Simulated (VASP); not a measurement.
Write the native input for VASP 6.6.1 that does the following.

```yaml
Task: band structure
Functional: PBE
Potentials_or_basis: VASP PAW PBE potentials, release 64 (Ga, P)
Cutoff: 500 eV
k_mesh: 8 × 8 × 8
Occupations: fermi-dirac, width 0.05 eV
Spin: no spin polarisation
Further_INCAR_settings: ALGO = Normal; EDIFF = 1e-06
```

Crystal: GaP.

```xyz
2
Lattice="0.0000 2.7252 2.7252 2.7252 0.0000 2.7252 2.7252 2.7252 0.0000" Properties=species:S:1:pos:R:3 pbc="T T T"
Ga    0.0000    0.0000    0.0000
P     4.0879    4.0879    4.0879
```

One way to write it, as run:

POSCAR

```
GaP
1.0
    0.0000000000      2.7252500000      2.7252500000
    2.7252500000      0.0000000000      2.7252500000
    2.7252500000      2.7252500000      0.0000000000
Ga P
1 1
Direct
    0.0000000000      0.0000000000      0.0000000000
    0.7500000000      0.7500000000      0.7500000000
```

INCAR.step1

```
  ALGO = Normal
  EDIFF = 1E-6
  ENCUT = 500
  GGA = PE
  ISIF = 2
  ISMEAR = -1
  LASPH = T
  LCHARG = T
  LREAL = F
  LWAVE = F
  NELM = 100
  PREC = Accurate
  SIGMA = 0.05
```

KPOINTS.step1

```
k-points
0
Gamma
  8 8 8
```

INCAR.step2

```
  ALGO = Normal
  EDIFF = 1E-6
  ENCUT = 500
  GGA = PE
  ICHARG = 11
  ISIF = 2
  ISMEAR = 0
  LASPH = T
  LCHARG = F
  LREAL = F
  LWAVE = F
  NELM = 100
  PREC = Accurate
  SIGMA = 0.05
```

KPOINTS.step2

```
path GXWKGLUWLK,UX
10
line-mode
reciprocal
 0.0000000000  0.0000000000  0.0000000000  G
 0.5000000000  0.0000000000  0.5000000000  X

 0.5000000000  0.0000000000  0.5000000000  X
 0.5000000000  0.2500000000  0.7500000000  W

 0.5000000000  0.2500000000  0.7500000000  W
 0.3750000000  0.3750000000  0.7500000000  K

 0.3750000000  0.3750000000  0.7500000000  K
 0.0000000000  0.0000000000  0.0000000000  G

 0.0000000000  0.0000000000  0.0000000000  G
 0.5000000000  0.5000000000  0.5000000000  L

 0.5000000000  0.5000000000  0.5000000000  L
 0.6250000000  0.2500000000  0.6250000000  U

 0.6250000000  0.2500000000  0.6250000000  U
 0.5000000000  0.2500000000  0.7500000000  W

 0.5000000000  0.2500000000  0.7500000000  W
 0.5000000000  0.5000000000  0.5000000000  L

 0.5000000000  0.5000000000  0.5000000000  L
 0.3750000000  0.3750000000  0.7500000000  K

 0.6250000000  0.2500000000  0.6250000000  U
 0.5000000000  0.0000000000  0.5000000000  X
```

Potentials or basis: VASP PAW PBE potentials, release 64 (Ga, P).

The run is started by

```console
$ cat potpaw_PBE.64/Ga/POTCAR potpaw_PBE.64/P/POTCAR > POTCAR
$ cp INCAR.step1 INCAR
$ cp KPOINTS.step1 KPOINTS
$ mpirun -np 1 vasp_std > vasp.out
$ cp INCAR.step2 INCAR
$ cp KPOINTS.step2 KPOINTS
$ mpirun -np 1 vasp_std > vasp.out
```

Results of the run:

| Item | Value |
| --- | --- |
| Band gap on the k mesh | 1.67 eV, indirect (least direct gap 1.89 eV) |
| Band gap along the path | 1.62 eV, indirect (least direct gap 1.89 eV) |

Caveat: the log is that of the step along the path at fixed density, whose energy, stress, charges and moments have no meaning.

It took 23 s on 1 thread of Intel(R) Xeon(R) Platinum 8488C (Sapphire Rapids), on a shared host, peak memory 0.17 GiB.
